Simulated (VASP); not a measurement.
# Al (Fm-3m) in VASP: a series of runs, part 2 of 2

VASP 6.6.1. The steps go on from the part before.

### Step 4. Single point, LDA (grid = ENCUT=600 dk=0.27 cell=4x4x4 ISMEAR=1 SIGMA=0.1 LREAL=Auto EDIFF=1e-07)

INCAR

```
SYSTEM = Al
PREC = Accurate
ENCUT = 600
EDIFF = 1E-7
ISMEAR = 1
SIGMA = 0.1
LREAL = Auto
LASPH = .TRUE.
NELM = 120
ALGO = Fast
ISIF = 2
LWAVE = .FALSE.
LCHARG = .FALSE.
GGA = CA
NBANDS = 158
NCORE = 1
KPAR = 2
```

KPOINTS

```
Automatic mesh
0
G
  3 3 3
  0 0 0
```

POSCAR

```
Al
1.0
    0.0000000000      8.0992200000      8.0992200000
    8.0992200000      0.0000000000      8.0992200000
    8.0992200000      8.0992200000      0.0000000000
Al
63
Direct
    0.0000000000      0.0000000000      0.2500000000
    0.0000000000      0.0000000000      0.5000000000
    0.0000000000      0.0000000000      0.7500000000
    0.0000000000      0.2500000000      0.0000000000
    0.0000000000      0.2500000000      0.2500000000
    0.0000000000      0.2500000000      0.5000000000
    0.0000000000      0.2500000000      0.7500000000
    0.0000000000      0.5000000000      0.0000000000
    0.0000000000      0.5000000000      0.2500000000
    0.0000000000      0.5000000000      0.5000000000
    0.0000000000      0.5000000000      0.7500000000
    0.0000000000      0.7500000000      0.0000000000
    0.0000000000      0.7500000000      0.2500000000
    0.0000000000      0.7500000000      0.5000000000
    0.0000000000      0.7500000000      0.7500000000
    0.2500000000      0.0000000000      0.0000000000
    0.2500000000      0.0000000000      0.2500000000
    0.2500000000      0.0000000000      0.5000000000
    0.2500000000      0.0000000000      0.7500000000
    0.2500000000      0.2500000000      0.0000000000
    0.2500000000      0.2500000000      0.2500000000
    0.2500000000      0.2500000000      0.5000000000
    0.2500000000      0.2500000000      0.7500000000
    0.2500000000      0.5000000000      0.0000000000
    0.2500000000      0.5000000000      0.2500000000
    0.2500000000      0.5000000000      0.5000000000
    0.2500000000      0.5000000000      0.7500000000
    0.2500000000      0.7500000000      0.0000000000
    0.2500000000      0.7500000000      0.2500000000
    0.2500000000      0.7500000000      0.5000000000
    0.2500000000      0.7500000000      0.7500000000
    0.5000000000      0.0000000000      0.0000000000
    0.5000000000      0.0000000000      0.2500000000
    0.5000000000      0.0000000000      0.5000000000
    0.5000000000      0.0000000000      0.7500000000
    0.5000000000      0.2500000000      0.0000000000
    0.5000000000      0.2500000000      0.2500000000
    0.5000000000      0.2500000000      0.5000000000
    0.5000000000      0.2500000000      0.7500000000
    0.5000000000      0.5000000000      0.0000000000
    0.5000000000      0.5000000000      0.2500000000
    0.5000000000      0.5000000000      0.5000000000
    0.5000000000      0.5000000000      0.7500000000
    0.5000000000      0.7500000000      0.0000000000
    0.5000000000      0.7500000000      0.2500000000
    0.5000000000      0.7500000000      0.5000000000
    0.5000000000      0.7500000000      0.7500000000
    0.7500000000      0.0000000000      0.0000000000
    0.7500000000      0.0000000000      0.2500000000
    0.7500000000      0.0000000000      0.5000000000
    0.7500000000      0.0000000000      0.7500000000
    0.7500000000      0.2500000000      0.0000000000
    0.7500000000      0.2500000000      0.2500000000
    0.7500000000      0.2500000000      0.5000000000
    0.7500000000      0.2500000000      0.7500000000
    0.7500000000      0.5000000000      0.0000000000
    0.7500000000      0.5000000000      0.2500000000
    0.7500000000      0.5000000000      0.5000000000
    0.7500000000      0.5000000000      0.7500000000
    0.7500000000      0.7500000000      0.0000000000
    0.7500000000      0.7500000000      0.2500000000
    0.7500000000      0.7500000000      0.5000000000
    0.7500000000      0.7500000000      0.7500000000
```

Potentials or basis: VASP PAW LDA potentials, release 64 (Al).

The run is started by

```console
$ cat potpaw_LDA.64/Al/POTCAR > POTCAR
$ mpirun -np 4 vasp_std > vasp.out
```

OUTCAR:

```text
SYSTEM = Al
   PREC = Accurate
   ENCUT = 600
   EDIFF = 1E-7
   ISMEAR = 1
   LREAL = Auto
   LASPH = .TRUE.
   NELM = 120
   ISIF = 2
   GGA = CA

 ion  position               nearest neighbor table
   1  0.000  0.000  0.250-   2 2.86   4 2.86   5 2.86  13 2.86  14 2.86  16 2.86  17 2.86  29 2.86
                            49 2.86  50 2.86  53 2.86
   2  0.000  0.000  0.500-   1 2.86   3 2.86   5 2.86   6 2.86  14 2.86  15 2.86  17 2.86  18 2.86
                            30 2.86  50 2.86  51 2.86  54 2.86
   3  0.000  0.000  0.750-   2 2.86   6 2.86   7 2.86  12 2.86  15 2.86  18 2.86  19 2.86  31 2.86
                            48 2.86  51 2.86  55 2.86
   4  0.000  0.250  0.000-   1 2.86   5 2.86   7 2.86   8 2.86  11 2.86  16 2.86  20 2.86  23 2.86
                            52 2.86  53 2.86  56 2.86
[... 858 lines left out ...]
  external PRESSURE =     -37.6442994 kB  Pullay stress =       0.0000000 kB

 VOLUME and BASIS-vectors are now :
 -----------------------------------------------------------------------------
  energy-cutoff  :      600.00
  volume of cell :     1062.57
      direct lattice vectors                 reciprocal lattice vectors
     0.000000000  8.099220000  8.099220000    -0.061734340  0.061734340  0.061734340
     8.099220000  0.000000000  8.099220000     0.061734340 -0.061734340  0.061734340
     8.099220000  8.099220000  0.000000000     0.061734340  0.061734340 -0.061734340

 POSITION                                       TOTAL-FORCE (eV/Angst)
 -----------------------------------------------------------------------------------
      2.02481      2.02481      0.00000        -0.099379     -0.099379     -0.000000
      4.04961      4.04961      0.00000         0.000000      0.000000      0.000000
      6.07442      6.07442      0.00000         0.099379      0.099379      0.000000
      2.02481      0.00000      2.02481        -0.099379      0.000000     -0.099379
      4.04961      2.02481      2.02481         0.033437      0.013397      0.013397
      6.07442      4.04961      2.02481        -0.013397     -0.033437      0.013397
[... 55 lines left out ...]
     10.12402     10.12402     12.14883         0.013397      0.013397     -0.033437
     12.14883     12.14883     12.14883         0.000000      0.000000     -0.000000
 -----------------------------------------------------------------------------------
    total drift:                               -0.000000     -0.000000     -0.000000

  FREE ENERGIE OF THE ION-ELECTRON SYSTEM (eV)
  ---------------------------------------------------
  free  energy   TOTEN  =      -262.8292546890 eV

  energy  without entropy=     -262.8318596133  energy(sigma->0) =     -262.83012300
```

OSZICAR:

```text
N       E                     dE             d eps       ncg     rms          rms(c)
DAV:   1     0.237157482267E+03    0.23716E+03   -0.71493E+04  1264   0.109E+03
DAV:   2    -0.237737043368E+03   -0.47489E+03   -0.44181E+03  1488   0.140E+02
DAV:   3    -0.264409104838E+03   -0.26672E+02   -0.25446E+02  1544   0.260E+01
DAV:   4    -0.264898388775E+03   -0.48928E+00   -0.48548E+00  1504   0.383E+00
DAV:   5    -0.264906164669E+03   -0.77759E-02   -0.77706E-02  1544   0.565E-01    0.107E+01
RMM:   6    -0.263542683828E+03    0.13635E+01   -0.66274E-01  1288   0.887E-01    0.610E+00
RMM:   7    -0.262904067995E+03    0.63862E+00   -0.29410E-01  1398   0.802E-01    0.154E+00
RMM:   8    -0.262833878077E+03    0.70190E-01   -0.52167E-02  1472   0.363E-01    0.660E-01
RMM:   9    -0.262829855004E+03    0.40231E-02   -0.91112E-03  1493   0.183E-01    0.273E-01
RMM:  10    -0.262829207758E+03    0.64725E-03   -0.23736E-03  1564   0.940E-02    0.682E-02
RMM:  11    -0.262829248981E+03   -0.41223E-04   -0.56103E-04  1599   0.527E-02    0.551E-02
RMM:  12    -0.262829253495E+03   -0.45139E-05   -0.87887E-05  1584   0.210E-02    0.242E-02
RMM:  13    -0.262829254192E+03   -0.69726E-06   -0.28760E-05  1559   0.110E-02    0.339E-02
RMM:  14    -0.262829254596E+03   -0.40374E-06   -0.53217E-06  1639   0.488E-03    0.767E-03
RMM:  15    -0.262829254676E+03   -0.80177E-07   -0.12832E-06  1324   0.212E-03    0.123E-02
RMM:  16    -0.262829254689E+03   -0.13322E-07   -0.22095E-07  1034   0.871E-04
   1 F= -.26282925E+03 E0= -.26283012E+03  d E =0.260492E-02
```

stdout:

```text
POSCAR found type information on POSCAR Al
 POSCAR found :  1 types and      63 ions
 scaLAPACK will be used
 LDA part: xc-table for (Slater(with rela. corr.)+CA(PZ))
 , standard interpolation
 POSCAR, INCAR and KPOINTS ok, starting setup
 FFT: planning ... GRIDC
 FFT: planning ... GRID_SOFT
 FFT: planning ... GRID
 WAVECAR not read
 entering main loop
```

Wall time 7.7 min (4 MPI ranks of Intel Xeon 6975P-C (Granite Rapids), shared host); peak memory 0.89 GiB.

Results:

| Property | Result |
| --- | --- |
| Free energy | -262.8293 eV |
| Pressure | -3.8 GPa |
| Largest force | 0.141 eV/Å |
| Band gap on the k mesh | none (metal or under the smearing width) |

Forces in eV/Å, atoms in the order of the input:
```
Al  -0.099 -0.099  0.000
Al   0.000  0.000  0.000
Al   0.099  0.099  0.000
Al  -0.099  0.000 -0.099
Al   0.033  0.013  0.013
Al  -0.013 -0.033  0.013
Al   0.000  0.099 -0.099
Al   0.000  0.000  0.000
Al  -0.013  0.013 -0.033
Al   0.000  0.000  0.000
Al   0.013 -0.013  0.033
Al   0.099  0.000  0.099
Al   0.000 -0.099  0.099
Al   0.013  0.033 -0.013
Al  -0.033 -0.013 -0.013
Al   0.000 -0.099 -0.099
Al   0.013  0.033  0.013
Al  -0.033 -0.013  0.013
Al   0.099  0.000 -0.099
Al   0.013  0.013  0.033
Al   0.000  0.000  0.000
Al  -0.013 -0.013  0.033
Al   0.000  0.000 -0.006
Al  -0.033  0.013 -0.013
Al  -0.013  0.033 -0.013
Al   0.000 -0.011 -0.011
Al   0.011  0.000 -0.011
Al   0.099 -0.099  0.000
Al   0.000 -0.006  0.000
Al   0.011 -0.011  0.000
Al   0.006  0.000  0.000
Al   0.000  0.000  0.000
Al   0.013 -0.013 -0.033
Al   0.000  0.000  0.000
Al  -0.013  0.013  0.033
Al   0.013 -0.033 -0.013
Al   0.033 -0.013 -0.013
Al  -0.011  0.000 -0.011
Al   0.000  0.011 -0.011
Al   0.000  0.000  0.000
Al  -0.011 -0.011  0.000
Al   0.000  0.000  0.000
Al   0.011  0.011  0.000
Al  -0.013  0.033  0.013
Al   0.000 -0.011  0.011
Al   0.011  0.000  0.011
Al  -0.033  0.013  0.013
Al   0.000  0.099  0.099
Al  -0.099  0.000  0.099
Al   0.033  0.013 -0.013
Al  -0.013 -0.033 -0.013
Al  -0.099  0.099  0.000
Al  -0.006  0.000  0.000
Al  -0.011  0.011  0.000
Al   0.000  0.006  0.000
Al   0.033 -0.013  0.013
Al  -0.011  0.000  0.011
Al   0.000  0.011  0.011
Al   0.013 -0.033  0.013
Al  -0.013 -0.013 -0.033
Al   0.000  0.000  0.006
Al   0.013  0.013 -0.033
Al   0.000  0.000  0.000
```

### Step 5. Single point, LDA (grid = ENCUT=350 dk=0.6 cell=4x4x4 ISMEAR=1 SIGMA=0.1 LREAL=Auto EDIFF=1e-06)

Edit INCAR of step 4 so:

```diff
@@ -2,4 +2,4 @@
 PREC = Accurate
-ENCUT = 600
-EDIFF = 1E-7
+ENCUT = 350
+EDIFF = 1E-6
 ISMEAR = 1
```

KPOINTS

```
Automatic mesh
0
G
  2 2 2
  0 0 0
```

POSCAR is that of step 4.

The run is started by

```console
$ cat potpaw_LDA.64/Al/POTCAR > POTCAR
$ mpirun -np 4 vasp_std > vasp.out
```

Run time: 2.5 min. Hardware: 4 MPI ranks of Intel Xeon 6975P-C (Granite Rapids), shared host; peak memory 0.42 GiB.

These settings aren't checked as converged: the numbers below hold their error.

Results:

```yaml
Free_energy: -262.2571 eV
Pressure: -4.0 GPa
Largest_force: 0.178 eV/Å
Band_gap_on_the_k_mesh: none (metal or under the smearing width)
```

### Step 6. The reference run

An earlier run on the cell as given: functional PBE; potentials or basis VASP PAW PBE potentials, release 64 (Al); cutoff 520 eV; k mesh 11 × 11 × 11; occupations fermi-dirac, width 0.05 eV; no spin polarisation.

* Pressure: -0.5 GPa
* Band gap on the k mesh: none (metal or under the smearing width)
